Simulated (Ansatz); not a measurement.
# Si62N2 defect cell: relaxing the atoms and phonons

The task, for Si62N2 defect cell: 4 runs in a chain (relaxing the atoms and phonons).

Method: DFT PBE, scalar-relativistic, plane waves, PAW, and further levels as typed in the inputs, in Ansatz 0.2.0.

### Step 1. The system as given

Symmetry: P1, No. 1, triclinic system. Conventional cell: a = 10.939 Å, b = 10.939 Å, c = 10.939 Å, α = 90.00°, β = 90.00°, γ = 90.00°. Around N (site symmetry 1) lie 3 Si at 2.13 to 2.35 Å. N (site symmetry 1) has 3 Si at 2.24 to 2.38 Å as nearest neighbours. Si (site symmetry 1) has 1 N at 2.24 Å and 3 Si at 2.29 to 2.40 Å as nearest neighbours. Si (site symmetry 1) has 1 N at 2.33 Å and 3 Si at 2.35 to 2.39 Å as nearest neighbours. Si (site symmetry 1) has 3 Si at 2.31 to 2.35 Å and 1 N at 2.38 Å as nearest neighbours. Around Si (site symmetry 1) lie 1 N at 2.13 Å and 3 Si at 2.30 to 2.47 Å. Si (site symmetry 1) is surrounded by 1 N at 2.27 Å and 3 Si at 2.38 to 2.49 Å. Si (site symmetry 1) is surrounded by 3 Si at 2.27 to 2.42 Å and 1 N at 2.35 Å. Only part of the 64 independent sites is listed.

Coordinates:

```
N Si
1.0
    10.93940    0.00000    0.00000
     0.00000   10.93940    0.00000
     0.00000    0.00000   10.93940
N Si
2 62
Direct
  0.98765 0.98020 0.97948
  0.13405 0.14372 0.14258
  0.99804 0.25115 0.25154
  0.24610 0.99676 0.24826
  0.25252 0.25205 0.99523
  0.12091 0.87769 0.88076
  0.87489 0.12250 0.87901
  0.87387 0.87765 0.13066
  0.12730 0.37527 0.37768
  0.37265 0.12435 0.37290
  0.37425 0.37322 0.12432
  0.99861 0.00033 0.50023
  0.00108 0.25513 0.74434
  0.25474 0.99913 0.74549
  0.24937 0.25034 0.50390
  0.12112 0.12579 0.62543
  0.11884 0.37066 0.87719
  0.37754 0.12898 0.87695
  0.37645 0.37545 0.62942
  0.99692 0.49948 0.00141
  0.99423 0.75479 0.24710
  0.24974 0.50789 0.24697
  0.24806 0.75571 0.99605
  0.12342 0.62689 0.12667
  0.12717 0.87635 0.37992
  0.37871 0.62718 0.37250
  0.37239 0.86802 0.12751
  0.99333 0.50321 0.50675
  0.99612 0.74750 0.74826
  0.25304 0.49684 0.74952
  0.24809 0.74908 0.50472
  0.12147 0.62526 0.62599
  0.37814 0.62038 0.87908
  0.37659 0.87820 0.62526
  0.49401 0.99763 0.00299
  0.50013 0.24982 0.25655
  0.75805 0.99986 0.25707
  0.74271 0.24251 0.00317
  0.62404 0.12712 0.12689
  0.62467 0.37749 0.37555
  0.86940 0.12580 0.37568
  0.88170 0.37087 0.12506
  0.49845 0.99951 0.50607
  0.50138 0.24830 0.75056
  0.75280 0.99637 0.74903
  0.75564 0.25313 0.49984
  0.62325 0.12444 0.61933
  0.62845 0.37625 0.87551
  0.87026 0.37239 0.62688
  0.50094 0.49818 0.00185
  0.50343 0.74753 0.24806
  0.74682 0.49578 0.25291
  0.75186 0.75124 0.99571
  0.62118 0.62475 0.12349
  0.62544 0.87244 0.37739
  0.88158 0.63066 0.38089
  0.50026 0.50337 0.49862
  0.50336 0.74862 0.74821
  0.74764 0.50256 0.75101
  0.75068 0.74583 0.50052
  0.61973 0.63040 0.62452
  0.62571 0.87462 0.86921
  0.86998 0.62490 0.88046
  0.87092 0.87242 0.62483
```

### Step 2. Relaxing the atoms: Si62N2 defect cell, no spin

input.yaml

```yaml
crystal:
  lattice:
    - [10.9394, 0.0, 0.0]
    - [0.0, 10.9394, 0.0]
    - [0.0, 0.0, 10.9394]
  atoms:
    - { symbol: "N", position: [0.9876468947, 0.9802039719, 0.9794781839] }
    - { symbol: "N", position: [0.1340481203, 0.1437197072, 0.1425812655] }
    - { symbol: Si, position: [-0.0019621894, 0.2511532723, 0.2515395752] }
    - { symbol: Si, position: [0.2461036145, -0.0032405422, 0.2482604768] }
    - { symbol: Si, position: [0.2525218287, 0.2520520035, -0.0047737481] }
    - { symbol: Si, position: [0.1209066301, 0.8776942516, 0.8807576616] }
    - { symbol: Si, position: [0.8748863737, 0.1225009722, 0.8790061784] }
    - { symbol: Si, position: [0.8738680307, 0.8776537186, 0.1306641923] }
    - { symbol: Si, position: [0.1273038917, 0.3752687286, 0.3776775558] }
    - { symbol: Si, position: [0.3726504181, 0.1243488009, 0.3729013308] }
    - { symbol: Si, position: [0.3742527001, 0.3732211269, 0.1243207111] }
    - { symbol: Si, position: [-0.0013914343, 0.0003253474, 0.5002328159] }
    - { symbol: Si, position: [0.0010835955, 0.2551292434, 0.7443438852] }
    - { symbol: Si, position: [0.2547374393, -0.0008675081, 0.7454939166] }
    - { symbol: Si, position: [0.2493695458, 0.2503358077, 0.5039035357] }
    - { symbol: Si, position: [0.1211181255, 0.1257947354, 0.6254308079] }
    - { symbol: Si, position: [0.1188420356, 0.3706642768, 0.8771942776] }
    - { symbol: Si, position: [0.377543347, 0.1289772231, 0.8769519232] }
    - { symbol: Si, position: [0.3764450958, 0.3754492661, 0.6294210894] }
    - { symbol: Si, position: [-0.0030826777, 0.499481165, 0.0014090504] }
    - { symbol: Si, position: [-0.00576812, 0.7547934755, 0.247100883] }
    - { symbol: Si, position: [0.2497376477, 0.5078858966, 0.2469671563] }
    - { symbol: Si, position: [0.2480643471, 0.7557103815, -0.003949737] }
    - { symbol: Si, position: [0.123420178, 0.6268870652, 0.1266651475] }
    - { symbol: Si, position: [0.1271708182, 0.8763547593, 0.3799193852] }
    - { symbol: Si, position: [0.3787148003, 0.6271766402, 0.3725033307] }
    - { symbol: Si, position: [0.3723908626, 0.8680223247, 0.1275131629] }
    - { symbol: Si, position: [-0.0066658485, 0.5032144864, 0.5067512473] }
    - { symbol: Si, position: [-0.0038819475, 0.7474971766, 0.7482587181] }
    - { symbol: Si, position: [0.2530360365, 0.4968431449, 0.7495226741] }
    - { symbol: Si, position: [0.2480873261, 0.749081204, 0.5047215559] }
    - { symbol: Si, position: [0.1214743776, 0.6252623902, 0.6259931305] }
    - { symbol: Si, position: [0.3781397231, 0.6203779049, 0.8790765317] }
    - { symbol: Si, position: [0.3765897654, 0.8781967851, 0.6252619965] }
    - { symbol: Si, position: [0.4940067952, -0.002366867, 0.0029901807] }
    - { symbol: Si, position: [0.5001345403, 0.2498219188, 0.2565507472] }
    - { symbol: Si, position: [0.7580511045, -0.0001355354, 0.2570676835] }
    - { symbol: Si, position: [0.7427104904, 0.2425076064, 0.003170394] }
    - { symbol: Si, position: [0.6240421373, 0.1271170123, 0.1268887778] }
    - { symbol: Si, position: [0.6246730949, 0.3774942125, 0.3755511162] }
    - { symbol: Si, position: [0.8693977091, 0.1258002946, 0.3756788791] }
    - { symbol: Si, position: [0.8817015615, 0.370872189, 0.1250621492] }
    - { symbol: Si, position: [0.4984480727, -0.0004859861, 0.5060668944] }
    - { symbol: Si, position: [0.5013845026, 0.2483013106, 0.7505625217] }
    - { symbol: Si, position: [0.7528014722, -0.0036346699, 0.7490334302] }
    - { symbol: Si, position: [0.7556390998, 0.2531305265, 0.4998361789] }
    - { symbol: Si, position: [0.623254057, 0.1244366582, 0.6193284661] }
    - { symbol: Si, position: [0.6284482183, 0.3762474302, 0.8755055971] }
    - { symbol: Si, position: [0.8702559642, 0.3723857343, 0.6268811987] }
    - { symbol: Si, position: [0.5009423419, 0.4981837012, 0.0018466165] }
    - { symbol: Si, position: [0.5034326677, 0.7475317832, 0.2480589128] }
    - { symbol: Si, position: [0.7468193431, 0.4957757675, 0.2529130367] }
    - { symbol: Si, position: [0.7518649214, 0.7512385101, -0.0042858659] }
    - { symbol: Si, position: [0.6211754112, 0.6247525694, 0.1234890954] }
    - { symbol: Si, position: [0.6254390837, 0.8724442047, 0.377391447] }
    - { symbol: Si, position: [0.8815798127, 0.630655177, 0.3808865166] }
    - { symbol: Si, position: [0.5002596844, 0.5033697469, 0.4986221188] }
    - { symbol: Si, position: [0.5033639232, 0.748616295, 0.7482120576] }
    - { symbol: Si, position: [0.7476437691, 0.5025564138, 0.7510070266] }
    - { symbol: Si, position: [0.7506813, 0.7458322919, 0.5005185107] }
    - { symbol: Si, position: [0.6197319986, 0.6303988805, 0.6245189737] }
    - { symbol: Si, position: [0.6257109319, 0.8746155209, 0.8692082287] }
    - { symbol: Si, position: [0.869984099, 0.6248964538, 0.8804572335] }
    - { symbol: Si, position: [0.8709221266, 0.8724206482, 0.6248272937] }
scf:
  occupations: { method: gaussian, width: 0.02 }
output:
  forces: true
  stress: false
  eigenvalues: true
kpoints:
  mp_grid: { grid: [2, 2, 2], shift: [0.5, 0.5, 0.5] }
hamiltonian:
  xc: pbe
relax:
  f_tol: 0.005
  max_steps: 150
```

Started as:

```sh
> ansatz run input.yaml --threads 8 --pin off --max-ram 20480MiB --backend cpu --events-out ev --progress --plain --runs-dir out
```

The program printed, cut to the lines that bear on the results:

```text
Warning: RAYON_NUM_THREADS=8 ignored (pool sized by the plan → 8); use --threads N
[...]
Pseudopotentials: kind: paw
Pseudopotential: N, paw, valence charge 5, recommended cutoff 420 eV (normal), N.paw.azcp
Pseudopotential: Si, paw, valence charge 4, recommended cutoff 420 eV (normal), Si.paw.azcp
Functional definition: PBE
[...]
Crystal: 64 atoms, lattice volume = 1309.123 Å³
Basis set: ecut = 420 eV, 25677 PW (Γ), exchange–correlation on 150×150×150 points (8 copies of the dense FFT grid, shifted against one another)
Bands: 193, of which v1, the nominal top of the filled ones, is band 129 counted from 1 (128 counted from 0)
Symmetry: 1 space group operations
Space group: P1 (ITA 1), of the structure as read, at distance tolerance 1.1e-4 Å
k-points: 4 of 8 (time reversal used)
[...]
SCF iter   1: F=—  HF=-40180.593169 eV  |F-HF|=—  |Δ(HF+E_count)|=         —  Δρ=2.16e-3  dr2=7.74e-2  ethr=1.77e-3  ⟨swp⟩=6.0  Hψ=3556  notcnv=0  defer=163
[...]
relax step   1: F+E_penalty+E_count = -40180.58946526 eV  Δ(F+E_penalty+E_count) = +0.000e0 eV  max|allowed force component| = 2.906e0 eV/Å  Δτ_max = 0.0000 Å  (7 SCF iters, dr2 threshold 6.25e-7 eV, accepted)
[...]
relax step   6: F+E_penalty+E_count = -40187.21747842 eV  Δ(F+E_penalty+E_count) = -4.971e-3 eV  max|allowed force component| = 1.868e-2 eV/Å  Δτ_max = 0.0230 Å  (6 SCF iters, dr2 threshold 3.39e-7 eV, accepted)
[...]
    - { symbol: Si, position: [0.756236834480064, 0.24735545851279242, 0.49681195859895944] }
    - { symbol: Si, position: [0.6247078582107183, 0.12536092374817753, 0.6260980640153705] }
    - { symbol: Si, position: [0.6283840803093032, 0.36820000389554025, 0.8784641029030686] }
    - { symbol: Si, position: [0.8770785497052306, 0.36818376009809617, 0.6297872380761583] }
    - { symbol: Si, position: [0.4990934313298631, 0.4997198464756682, 0.00046416261823565647] }
    - { symbol: Si, position: [0.4954234048999192, 0.7568684269806678, 0.24812302870108022] }
    - { symbol: Si, position: [0.7562337086885123, 0.49604683990412696, 0.24811865869591762] }
    - { symbol: Si, position: [0.7475813289356061, 0.7482039187763347, -0.004718382585145954] }
    - { symbol: Si, position: [0.6247100918435484, 0.62534013386107, 0.1261266284558678] }
    - { symbol: Si, position: [0.628392644631609, 0.8777098334107315, 0.3689578209004231] }
    - { symbol: Si, position: [0.8770753071421772, 0.6290117321076061, 0.36895864104874604] }
    - { symbol: Si, position: [0.49987740824150173, 0.5005035374889059, 0.5012726010693841] }
    - { symbol: Si, position: [0.49363564422478523, 0.7478930039777929, 0.7486556604683257] }
    - { symbol: Si, position: [0.7472680990803476, 0.49425684041081147, 0.7486558419120699] }
    - { symbol: Si, position: [0.7472638724270831, 0.7478929347162415, 0.49501945668252484] }
    - { symbol: Si, position: [0.6239330613320578, 0.6245552307311366, 0.6253200124322482] }
    - { symbol: Si, position: [0.6193626237034552, 0.8718353504055637, 0.8726015770859694] }
    - { symbol: Si, position: [0.871210538997166, 0.6199975529413109, 0.8725884705329755] }
    - { symbol: Si, position: [0.8712050557334372, 0.8718259811483213, 0.620765876382454] }
```

It took 2.4 min on 8 threads of Intel Xeon Platinum 8488C (Sapphire Rapids), shared host; peak memory 4.5 GiB.

The steps of the relaxation:

| step | E - E(step 1) (eV/cell) | largest force component (eV/Å) |
| --- | --- | --- |
| 1 | 0.0000 | 2.9057 |
| 2 | -4.0382 | 2.1214 |
| 3 | -6.1568 | 0.6926 |
| 4 | -6.5089 | 0.3353 |
| 5 | -6.6230 | 0.0736 |
| 6 | -6.6280 | 0.0187 |
| 7 | -6.6285 | 0.0031 |

Step 1 is the start.

### Step 3. Phonons

It takes the final geometry of step 2.

input.yaml

```yaml
crystal:
  lattice:
    - [10.9394, 0.0, 0.0]
    - [0.0, 10.9394, 0.0]
    - [0.0, 0.0, 10.9394]
  atoms:
    - { symbol: "N", position: [0.9672698754, 0.967900204, 0.968665285] }
    - { symbol: "N", position: [0.1565459202, 0.1571637218, 0.1579309107] }
    - { symbol: Si, position: [0.0332121043, 0.2393705621, 0.2401418884] }
    - { symbol: Si, position: [0.2387535659, 0.03382499, 0.2401464435] }
    - { symbol: Si, position: [0.2387516477, 0.2393880468, 0.0345985922] }
    - { symbol: Si, position: [0.0906075951, 0.8856942277, 0.8864583187] }
    - { symbol: Si, position: [0.8850542035, 0.091230155, 0.8864561937] }
    - { symbol: Si, position: [0.8850600511, 0.8856773516, 0.0919986806] }
    - { symbol: Si, position: [0.1299111308, 0.3768591354, 0.3776230907] }
    - { symbol: Si, position: [0.3762332352, 0.1305401495, 0.3776268919] }
    - { symbol: Si, position: [0.376227275, 0.3768625636, 0.1313189141] }
    - { symbol: Si, position: [-0.0009770563, -0.0003523534, 0.5004401321] }
    - { symbol: Si, position: [-7.6539e-05, 0.237344989, 0.7618304923] }
    - { symbol: Si, position: [0.2367215768, 0.0005477005, 0.7618239957] }
    - { symbol: Si, position: [0.2526015383, 0.2532296677, 0.5058349341] }
    - { symbol: Si, position: [0.1247799733, 0.1254074127, 0.6261526202] }
    - { symbol: Si, position: [0.1238963203, 0.364012293, 0.8884742277] }
    - { symbol: Si, position: [0.3633754125, 0.1245270436, 0.8884784582] }
    - { symbol: Si, position: [0.376544968, 0.3771658773, 0.631571427] }
    - { symbol: Si, position: [-0.0009860933, 0.4996642664, 0.0004172481] }
    - { symbol: Si, position: [-7.59602e-05, 0.7610445341, 0.2381118582] }
    - { symbol: Si, position: [0.2525998313, 0.505080323, 0.2540020084] }
    - { symbol: Si, position: [0.2367271876, 0.7610538971, 0.0012999028] }
    - { symbol: Si, position: [0.1247843537, 0.6253822842, 0.1261594347] }
    - { symbol: Si, position: [0.1238848935, 0.8877090753, 0.364768767] }
    - { symbol: Si, position: [0.3765503044, 0.6308069009, 0.3779381819] }
    - { symbol: Si, position: [0.3633775551, 0.8877062661, 0.1252819021] }
    - { symbol: Si, position: [-0.0009459739, 0.4997181891, 0.500490295] }
    - { symbol: Si, position: [-0.0060830136, 0.748206854, 0.7489698768] }
    - { symbol: Si, position: [0.2467338898, 0.4960506588, 0.7576264691] }
    - { symbol: Si, position: [0.2467302362, 0.7568690887, 0.4968082619] }
    - { symbol: Si, position: [0.1247458039, 0.6253289148, 0.6260898358] }
    - { symbol: Si, position: [0.3675751196, 0.6290148331, 0.8784660954] }
    - { symbol: Si, position: [0.3675659773, 0.8777019033, 0.6297856666] }
    - { symbol: Si, position: [0.4990386304, -0.0003420945, 0.0004201789] }
    - { symbol: Si, position: [0.5044440176, 0.2532257394, 0.2539940658] }
    - { symbol: Si, position: [0.7604329153, 0.0005520039, 0.2381093122] }
    - { symbol: Si, position: [0.7604275348, 0.2373606649, 0.0013031968] }
    - { symbol: Si, position: [0.6247649741, 0.1254128853, 0.1261642657] }
    - { symbol: Si, position: [0.6301771266, 0.3771698029, 0.3779356539] }
    - { symbol: Si, position: [0.887089981, 0.1245216155, 0.3647703243] }
    - { symbol: Si, position: [0.8870839722, 0.3639969033, 0.1252974876] }
    - { symbol: Si, position: [0.4990935335, -0.000315816, 0.5004897202] }
    - { symbol: Si, position: [0.495421823, 0.2473515525, 0.7576294256] }
    - { symbol: Si, position: [0.7475766251, -0.005477291, 0.7489729358] }
    - { symbol: Si, position: [0.7562368345, 0.2473554585, 0.4968119586] }
    - { symbol: Si, position: [0.6247078582, 0.1253609237, 0.626098064] }
    - { symbol: Si, position: [0.6283840803, 0.3682000039, 0.8784641029] }
    - { symbol: Si, position: [0.8770785497, 0.3681837601, 0.6297872381] }
    - { symbol: Si, position: [0.4990934313, 0.4997198465, 0.0004641626] }
    - { symbol: Si, position: [0.4954234049, 0.756868427, 0.2481230287] }
    - { symbol: Si, position: [0.7562337087, 0.4960468399, 0.2481186587] }
    - { symbol: Si, position: [0.7475813289, 0.7482039188, -0.0047183826] }
    - { symbol: Si, position: [0.6247100918, 0.6253401339, 0.1261266285] }
    - { symbol: Si, position: [0.6283926446, 0.8777098334, 0.3689578209] }
    - { symbol: Si, position: [0.8770753071, 0.6290117321, 0.368958641] }
    - { symbol: Si, position: [0.4998774082, 0.5005035375, 0.5012726011] }
    - { symbol: Si, position: [0.4936356442, 0.747893004, 0.7486556605] }
    - { symbol: Si, position: [0.7472680991, 0.4942568404, 0.7486558419] }
    - { symbol: Si, position: [0.7472638724, 0.7478929347, 0.4950194567] }
    - { symbol: Si, position: [0.6239330613, 0.6245552307, 0.6253200124] }
    - { symbol: Si, position: [0.6193626237, 0.8718353504, 0.8726015771] }
    - { symbol: Si, position: [0.871210539, 0.6199975529, 0.8725884705] }
    - { symbol: Si, position: [0.8712050557, 0.8718259811, 0.6207658764] }
scf:
  occupations: { method: gaussian, width: 0.02 }
output:
  stress: false
  eigenvalues: true
kpoints:
  mp_grid: { grid: [2, 2, 2], shift: [0.5, 0.5, 0.5] }
hamiltonian:
  xc: pbe
phonons:
  supercell: [1, 1, 1]
  displaced_sites: [0, 1, 2, 3, 4, 5, 6, 7]
  amplitude: 0.01
```

Started as:

```sh
> ansatz run input.yaml --threads 8 --pin off --max-ram 20480MiB --backend cpu --events-out ev --progress --plain --runs-dir out
```

The program printed, cut to the lines that bear on the results:

```text
Warning: at least one further symmetry operation maps every atom of the structure, as the run holds it, onto an atom to within 2.07e-5 (fractional), and is not used: no operation is sought that the atoms, as the run holds them, miss by more than 2.00e-5, twice crystal.symmetry.tolerance [...]
Warning: RAYON_NUM_THREADS=8 ignored (pool sized by the plan → 8); use --threads N
[...]
[... 4 set-up lines as earlier in the session ...]
[...]
Crystal: 64 atoms, lattice volume = 1309.123 Å³
Basis set: ecut = 420 eV, 25677 PW (Γ), exchange–correlation on 150×150×150 points (8 copies of the dense FFT grid, shifted against one another)
Bands: 193, of which v1, the nominal top of the filled ones, is band 129 counted from 1 (128 counted from 0)
[... 1 set-up line as earlier in the session ...]
k-points: 4 of 8 (time reversal used)
[...]
  force constants formed among 8 of 64 sites (N 0, N 1, Si 2, Si 3, Si 4, Si 5, Si 6, Si 7); the other 56 at rest. The modes move the named sites alone.
  the frequencies, the zero-point energy and the sums are of the block with the acoustic sum rule laid on its rows. Row sums over every site: 1.4e-4 eV/Å² at the most
  transpose residual: 5.7e-4 eV/Å²
  largest component of a force at the reference: 3.1e-3 eV/Å on a named site, 2.1e-3 eV/Å on a site at rest
  frequencies among the named sites at Γ of the cell (cm⁻¹): 229.91 229.92 230.56 230.57 246.74 260.97 314.60 317.09 350.35 350.36 351.20 351.21 353.01 353.02 356.14 356.14 380.36 385.22 441.81 458.25 630.31 630.37 632.51 632.57
  unstable modes among the named sites: 0
  frequencies as built, with no sum rule (cm⁻¹): 229.91 229.92 230.56 230.57 246.74 260.97 314.60 317.09 350.35 350.36 351.20 351.21 353.01 353.02 356.14 356.14 380.36 385.22 441.81 458.25 630.31 630.37 632.51 632.57
  zero-point energy: 0.562467 eV/cell   skipped modes (ω ≤ 0): 0
  not written: the harmonic force-constant file, the file of eigenvectors (these modes' are written with the force constants), the density of states and the dispersion, which are of every site
```

Run time: 9.9 min. Hardware: 8 threads of Intel Xeon Platinum 8488C (Sapphire Rapids), shared host; peak memory 4.7 GiB.

[end of part 1 of 2]
